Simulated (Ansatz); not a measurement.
CdSe in the wurtzite structure, relaxed with r2SCAN in the PAW code Ansatz: the symmetry is P6_3mc (No. 186, hexagonal); a = 4.341 Å, c = 7.077 Å in the conventional setting, 28.87 Å³ an atom. Cd has 4 Se at 2.66 Å; Se has 4 Cd at 2.66 Å. It was then strained (isotropic on every length), atoms relaxed again within the symmetry left. Unstrained, HSE06 gives 1.544 eV (Γ, 6×6×4 mesh), and the band edges keep their places in every row. Stress is positive in compression. No spin polarisation and no zero-point or thermal motion.

Axes as in this cell:
```
CELL_PARAMETERS angstrom
4.34072 0.00000 0.00000
-2.17036 3.75918 0.00000
0.00000 0.00000 7.07665
ATOMIC_POSITIONS crystal
Cd 0.33333 0.66667 0.99952
Cd 0.66667 0.33333 0.49952
Se 0.33333 0.66667 0.37548
Se 0.66667 0.33333 0.87548
```

| strain (%) | ln(V/V₀) | ΔE_g, HSE06 (eV) | Δpressure, r2SCAN (GPa) |
| --- | --- | --- | --- |
| -4.0 | -0.1225 | +0.309 | +8.31 |
| -3.0 | -0.0914 | +0.233 | +5.78 |
| -2.0 | -0.0606 | +0.156 | +3.57 |
| -1.5 | -0.0453 | +0.117 | +2.58 |
| -0.5 | -0.0150 | +0.039 | +0.80 |
| +4.0 | +0.1177 | -0.310 | -4.62 |

**Fit ΔE_g = a x + b x² to these rows by least squares, with x = ln(V/V₀).** The normal equations take Σx² = 4.316e-02, Σx³ = -1.290e-03, Σx⁴ = 5.046e-04, ΣxΔE = -1.110e-01 and Σx²ΔE = 3.111e-03, and give a = -2.58 eV, b = -0.4 eV; the largest residual is 0.001 eV. a is the volume deformation potential of this gap.

**Fit the change of pressure in the same way.** Δpressure = -52.9 x + (118) x² GPa. So B₀ = 52.9 GPa and B′ ≈ 2 × 118/52.9 = 4.5; two terms over so wide a range bias B₀ by a few per cent and B′ by more; the gap's pressure coefficient at zero is −a/B₀ = +49 meV/GPa, with HSE06's a and r2SCAN's B₀. With the axis ratios held, these aren't quite the hydrostatic values.

**Predict the withheld row at +3.0 % (x = +0.0887).** ΔE_g ≈ -2.58 × (+0.0887) + (-0.4) × (+0.0887)² = -0.232 eV, and Δpressure ≈ -3.76 GPa. The runs give -0.233 eV and -3.72 GPa, off by -0.001 eV and +0.04 GPa.

The runs are scalar-relativistic, without spin-orbit coupling.

The meshes of the hybrids are coarse, so their gaps aren't converged to the digits shown.
